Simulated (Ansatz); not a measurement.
The cell is an 8-atom cell of InSe (P-6m2) from a materials database; cell and atoms were relaxed with r2SCAN+rVV10. It is hexagonal, P-6m2 (No. 187); conventional cell a = 4.020 Å, c = 16.835 Å, 29.46 Å³ an atom. In has 3 Se at 2.64 Å and 1 In at 2.79 Å; Se has 3 In at 2.64 Å.

```xyz
8
Lattice="4.0204 0.0000 0.0000 -2.0102 3.4818 0.0000 0.0000 0.0000 16.8353" Properties=species:S:1:pos:R:3 pbc="T T T"
In    0.0000    0.0000    9.8104
In    0.0000    0.0000    7.0249
In    0.0000    2.3212   15.4426
In    0.0000    2.3212    1.3927
Se    2.0102    1.1606   14.1756
Se    2.0102    1.1606    2.6597
Se    0.0000    2.3212   11.0768
Se    0.0000    2.3212    5.7585
```

3 runs of Ansatz on this cell differ in the functional (and in the settings that go with it). Levels are in eV from each run's valence top; v1 is the last filled band, c1 the first empty one.

Run A, mean stress +0.8 GPa (compression positive):

| point | v4 | v3 | v2 | v1 | c1 | c2 |
| --- | --- | --- | --- | --- | --- | --- |
| Γ | -1.31 | -1.22 | -1.22 | 0.00 | 0.83 | 1.99 |
| M | -2.27 | -2.14 | -1.86 | -1.61 | 1.61 | 1.72 |
| K | -2.20 | -2.13 | -1.93 | -1.78 | 2.01 | 2.02 |
| A | -1.26 | -1.26 | -0.84 | -0.81 | 1.50 | 1.56 |
| L | -2.21 | -2.21 | -1.73 | -1.59 | 1.52 | 1.58 |
| H | -2.46 | -2.17 | -1.92 | -1.65 | 1.89 | 2.08 |

Run B, mean stress +2.4 GPa (compression positive):

| point | v4 | v3 | v2 | v1 | c1 | c2 |
| --- | --- | --- | --- | --- | --- | --- |
| Γ | -1.24 | -1.16 | -1.16 | 0.00 | 0.40 | 1.64 |
| M | -2.21 | -2.06 | -1.81 | -1.57 | 1.36 | 1.37 |
| K | -2.13 | -2.06 | -1.86 | -1.72 | 1.81 | 1.81 |
| A | -1.19 | -1.19 | -0.90 | -0.87 | 1.15 | 1.21 |
| L | -2.13 | -2.13 | -1.68 | -1.55 | 1.21 | 1.31 |
| H | -2.38 | -2.10 | -1.85 | -1.58 | 1.67 | 1.88 |

Run C, mean stress +0.7 GPa (compression positive):

| point | v4 | v3 | v2 | v1 | c1 | c2 |
| --- | --- | --- | --- | --- | --- | --- |
| Γ | -1.37 | -1.28 | -1.28 | 0.00 | 1.14 | 2.38 |
| M | -2.43 | -2.26 | -1.92 | -1.67 | 1.93 | 2.13 |
| K | -2.37 | -2.29 | -1.97 | -1.83 | 2.36 | 2.36 |
| A | -1.32 | -1.32 | -0.85 | -0.82 | 1.82 | 1.88 |
| L | -2.34 | -2.34 | -1.79 | -1.65 | 1.86 | 1.93 |
| H | -2.61 | -2.33 | -1.96 | -1.71 | 2.25 | 2.43 |

Task: Match the runs to PBE, r2SCAN, HSE06.

Result: A is r2SCAN, B is PBE, C is HSE06. In order of the gap: PBE 0.40, r2SCAN 0.83, HSE06 1.14 eV.

Calculated for a static, non-magnetic cell.

Spin-orbit coupling is left out, which matters wherever the heavy atoms make up the band edges.

The stress of a hybrid is loosely converged in these runs.

The meshes of the hybrids are coarse, so their gaps aren't converged to the digits shown.
